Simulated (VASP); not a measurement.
# Te (P3_121) in VASP: further runs

Runs on Te. Level: r2SCAN. Tasks: relaxation of shape and atoms at fixed volume.

All numbers are computed with VASP 6.6.1; they aren't measurements. Logs are shortened: lines on timing, memory, paths and dates and some standing lists are left out, and cuts for length are marked.

## (1) The crystal as given

It takes space group P3_121 (No. 152, trigonal). Conventional cell: a = 4.606 Å, b = 4.606 Å, c = 5.911 Å, α = 90.00°, β = 90.00°, γ = 120.00°. Te (site symmetry 2) has 2 Te at 2.83 Å as nearest neighbours.

## (2) Relaxation of shape and atoms at fixed volume, r2SCAN (a relaxed cell with its volume scaled by 0.96)

INCAR reads:

```
SYSTEM = Te
PREC = Accurate
ENCUT = 600
EDIFF = 1E-7
ISMEAR = 0
SIGMA = 0.03
LREAL = .False.
LASPH = .True.
NELM = 80
ALGO = Normal
ISIF = 4
LWAVE = .False.
LCHARG = .False.
METAGGA = R2SCAN
LMIXTAU = .True.
IBRION = 2
NSW = 40
EDIFFG = -0.01
```

KPOINTS reads:

```
Automatic mesh
0
Gamma
  9 9 6
  0 0 0
```

POSCAR reads:

```
Te                                      
1.0
    4.5435678380      0.0000000000      0.0000000000
   -2.2717839190      3.9348451716     -0.0000000000
    0.0000000000      0.0000000000      5.8310667535
  Te            
     3
Direct
     0.2551234099192922    0.0000000000000000    0.3333333332999970
     0.0000000000000000    0.2551234099192922    0.6666666667000030
     0.7448765900807078    0.7448765900807078    1.0000000000000000
```

Potentials or basis: VASP PAW PBE potentials, release 64 (Te).

The run is started by

```bash
cat potpaw_PBE.64/Te/POTCAR > POTCAR
mpirun -np 1 vasp_std > vasp.out
```

OUTCAR:

```text
SYSTEM = Te
   PREC = Accurate
   ENCUT = 600
   EDIFF = 1E-7
   ISMEAR = 0
   LREAL = .False.
   LASPH = .True.
   NELM = 80
   ISIF = 4
   METAGGA = R2SCAN
   IBRION = 2
   NSW = 40
   EDIFFG = -0.01

 ion  position               nearest neighbor table
   1  0.255  0.000  0.333-   3 2.79   2 2.79   3 3.56   3 3.56   2 3.56   2 3.56
   2  0.000  0.255  0.667-   3 2.79   1 2.79   3 3.56   3 3.56   1 3.56   1 3.56
   3  0.745  0.745  0.000-   1 2.79   2 2.79   1 3.56   2 3.56   2 3.56   1 3.56

  LATTYP: Found a hexagonal cell.
 ALAT       =     4.5435678380
 C/A-ratio  =     1.2833673803

  Lattice vectors:

 A1 = (   4.5435678380,   0.0000000000,   0.0000000000)
 A2 = (  -2.2717839190,   3.9348451716,   0.0000000000)
 A3 = (   0.0000000000,   0.0000000000,   5.8310667535)

Analysis of symmetry for initial positions (statically):
=====================================================================
 Subroutine PRICEL returns:
 Original cell was already a primitive cell.

 Routine SETGRP: Setting up the symmetry group for a
 hexagonal supercell.

 Subroutine GETGRP returns: Found  6 space group operations
 (whereof  2 operations were pure point group operations)
 out of a pool of 24 trial point group operations.

The static configuration has the point symmetry C_2 .
 The point group associated with its full space group is D_3 .

Analysis of symmetry for dynamics (positions and initial velocities):
=====================================================================
 Subroutine PRICEL returns:
 Original cell was already a primitive cell.

 Routine SETGRP: Setting up the symmetry group for a
 hexagonal supercell.

 Subroutine GETGRP returns: Found  6 space group operations
 (whereof  2 operations were pure point group operations)
 out of a pool of 24 trial point group operations.

The dynamic configuration has the point symmetry C_2 .
 The point group associated with its full space group is D_3 .

 Subroutine INISYM returns: Found  6 space group operations
 (whereof  2 operations are pure point group operations),
 and found     1 'primitive' translations

----------------------------------------------------------------------------------------

                                     Primitive cell

  volume of cell :     104.2492

  direct lattice vectors                    reciprocal lattice vectors
[... 110 lines left out ...]
  volume/ion in A,a.u.               =      34.75       234.50
  Fermi-wavevector in a.u.,A,eV,Ry     =   0.911608  1.722689 11.306837  0.831029
  Thomas-Fermi vector in A             =   2.035907
   LORBIT       =      0    0 simple, 1 ext, 2 COOP (PROOUT), +10 PAW based schemes
   METAGGA = R2SCAN    functional components
   LHFCALC =     F    Hartree Fock is set to
   AEXX    =    0.0000 exact exchange contribution
   IVDW    =     0    specifies the selected vdW correction
   LEPSILON=     F    determine dielectric tensor
   LRPA    =     F    only Hartree local field effects (RPA)
 conjugate gradient relaxation of ions
 non-spin polarized calculation
 Gauss-broadening in eV      SIGMA  =   0.03
  energy-cutoff  :      600.00
  volume of cell :      104.25
 maximum number of plane-waves:      3507
   NGX = 19   NGY = 19   NGZ = 23

--------------------------------------- Ionic step        1  -------------------------------------------

 number of electron      18.0000000 magnetization

 Free energy of the ion-electron system (eV)
  ---------------------------------------------------
  ext. energy  EPLUGINS =         0.00000000
  ---------------------------------------------------
  free energy    TOTEN  =       -76.22091488 eV

  energy without entropy =      -76.22091488  energy(sigma->0) =      -76.22091488

------------------------ aborting loop because EDIFF is reached ----------------------------------------

  FORCE on cell =-STRESS in cart. coord.  units (eV):
  Direction    XX          YY          ZZ          XY          YZ          ZX
  --------------------------------------------------------------------------------------
  -------------------------------------------------------------------------------------
  Total        1.1020584      1.1020584      1.7495988      0.0000000      0.0000000     -0.0000000
  in kB       16.9372345     16.9372345     26.8891070      0.0000000      0.0000000     -0.0000000
  external PRESSURE =      20.2545253 kB  Pullay stress =       0.0000000 kB
[... 98 lines left out ...]
--------------------------------------- Ionic step        4  -------------------------------------------

 number of electron      17.9999999 magnetization

 Free energy of the ion-electron system (eV)
  ---------------------------------------------------
  ext. energy  EPLUGINS =         0.00000000
  ---------------------------------------------------
  free energy    TOTEN  =       -76.23973550 eV

  energy without entropy =      -76.23973550  energy(sigma->0) =      -76.23973550

 E-fermi :   5.6153     XC(G=0):  -9.3746

 val. band max:        5.4810137945   @ k =   0.3333   0.3333   0.5000
 cond. band min:       5.8719832728   @ k =   0.3333   0.3333   0.5000
 fundamental gap:      0.3909694783
 Fermi energy:         5.6152520355

 k-point     1 :       0.0000    0.0000    0.0000
  band No.  band energies     occupation
      1      -8.5735      2.00000
      2      -5.0933      2.00000
      3      -5.0933      2.00000
      4       2.2746      2.00000
      5       2.5939      2.00000
      6       2.5939      2.00000
      7       3.7861      2.00000
      8       3.7861      2.00000
      9       4.6969      2.00000
     10       6.6476      0.00000
     11       6.6476      0.00000
     12       7.2689      0.00000
     13      10.8689      0.00000
[... 354 lines left out ...]
  band No.  band energies     occupation
      1      -7.9494      2.00000
      2      -5.9511      2.00000
      3      -4.4559      2.00000
      4       0.6126      2.00000
      5       1.0996      2.00000
      6       2.1090      2.00000
      7       3.5372      2.00000
      8       4.2658      2.00000
      9       4.8618      2.00000
     10       6.5505      0.00000
     11       7.1652      0.00000
     12       7.5299      0.00000
     13       9.7441      0.00000

 [... further k-points ...]

------------------------ aborting loop because EDIFF is reached ----------------------------------------

  FORCE on cell =-STRESS in cart. coord.  units (eV):
  Direction    XX          YY          ZZ          XY          YZ          ZX
  --------------------------------------------------------------------------------------
  -------------------------------------------------------------------------------------
  Total        0.3944052      0.3944052      0.3990153      0.0000000      0.0000000     -0.0000000
  in kB        6.0615057      6.0615057      6.1323568      0.0000000      0.0000000     -0.0000000
  external PRESSURE =       6.0851228 kB  Pullay stress =       0.0000000 kB
[... 18 lines left out ...]
  FREE ENERGIE OF THE ION-ELECTRON SYSTEM (eV)
  ---------------------------------------------------
  free  energy   TOTEN  =       -76.2397354995 eV

  energy  without entropy=      -76.2397354995  energy(sigma->0) =      -76.23973550

 reached required accuracy - stopping structural energy minimisation
```

OSZICAR:

```text
N       E                     dE             d eps       ncg     rms          rms(c)
DAV:   1     0.179178551628E+02    0.17918E+02   -0.73537E+03  1612   0.128E+03
DAV:   2    -0.729190554472E+02   -0.90837E+02   -0.87325E+02  2096   0.165E+02
DAV:   3    -0.791523759792E+02   -0.62333E+01   -0.61800E+01  2012   0.492E+01
[... 58 lines left out ...]
DAV:   5    -0.762397306343E+02    0.22362E-05   -0.10096E-05  1677   0.316E-02    0.778E-03
DAV:   6    -0.762397354861E+02   -0.48519E-05   -0.32216E-06  1657   0.201E-02    0.680E-03
DAV:   7    -0.762397336356E+02    0.18505E-05   -0.14281E-06  1622   0.141E-02    0.182E-03
DAV:   8    -0.762397353719E+02   -0.17363E-05   -0.36900E-07  1642   0.689E-03    0.899E-04
DAV:   9    -0.762397355440E+02   -0.17207E-06   -0.66524E-08   836   0.268E-03    0.356E-04
DAV:  10    -0.762397354995E+02    0.44455E-07   -0.59887E-09   806   0.746E-04
   4 F= -.76239735E+02 E0= -.76239735E+02  d E =-.188206E-01
```

Run time: 18 min. Hardware: 1 thread of Intel Xeon Platinum 8488C (Sapphire Rapids), shared host; peak memory 0.32 GiB.

What came out:

```
Free energy                  : -76.2397 eV
Energy gained by relaxing    : 6.3 meV/atom
Ionic steps                  : 4
Pressure after relaxing      : 0.6 GPa
Largest force after relaxing : 0.005 eV/Å
Band gap on the k mesh       : 0.39 eV, direct
```

Forces in eV/Å, atoms in the order of the input:
```
Te  -0.005  0.000  0.000
Te   0.003 -0.004  0.000
Te   0.003  0.004  0.000
```

Step by step:
```tsv
step	energy change (eV)	largest force (eV/Å)	pressure (GPa)
1	0.0000	0.2901	2.03
2	-0.0128	0.1559	1.41
3	-0.0183	0.0444	0.40
4	-0.0188	0.0051	0.61
```

Final structure:
```xyz
3
Lattice="4.5058 0.0000 0.0000 -2.2529 3.9022 0.0000 0.0000 0.0000 5.9291" Properties=species:S:1:pos:R:3 pbc="T T T"
Te    1.1831    0.0000    1.9764
Te    3.9143    1.0246    3.9528
Te    1.6614    2.8776    0.0000
```

Levels at points of the mesh, in eV from the valence-band top:
```csv
k point,band 5,band 6,band 7,band 8,band 9,band 10,band 11,band 12,band 13
"(0.00, 0.00, 0.00)",-2.89,-2.89,-1.69,-1.69,-0.78,1.17,1.17,1.79,5.39
"(0.00, 0.00, 0.50)",-2.78,-2.78,-1.41,-1.12,-1.12,0.66,0.79,0.79,4.53
```

Caveat: the PAW data sets were made with another functional, which shifts forces and pressure a little; spin-orbit coupling is left out, which moves the levels of the heavy elements; an odd mesh through Γ misses points on the zone boundary, where band edges often lie.

(Continued in part 2 of 2.)
